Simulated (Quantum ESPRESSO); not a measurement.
Ge: zone-centre phonons under several settings

```
Ge
1.0
     0.00000    2.82891    2.82891
     2.82891    0.00000    2.82891
     2.82891    2.82891    0.00000
Ge
2
Cartesian
  4.2434 4.2434 4.2434
  2.8289 2.8289 2.8289
```

All runs used Quantum ESPRESSO 7.5; potentials PseudoDojo 0.4.1 SR LDA standard; k mesh 8 × 8 × 8; no spin polarisation; cutoff 1061 eV; occupations cold, width 0.2 eV.

```tsv
level	geometry	volume (Å³/atom)	pressure (GPa)	lowest optical mode without the field (cm⁻¹)
LDA	given cell, atoms relaxed	22.64	?	?
LDA	relaxed cell	22.16	0.0	290
```

What stands in the row left open?

Pressure -1.4 GPa; lowest optical mode without the field 277 cm⁻¹.

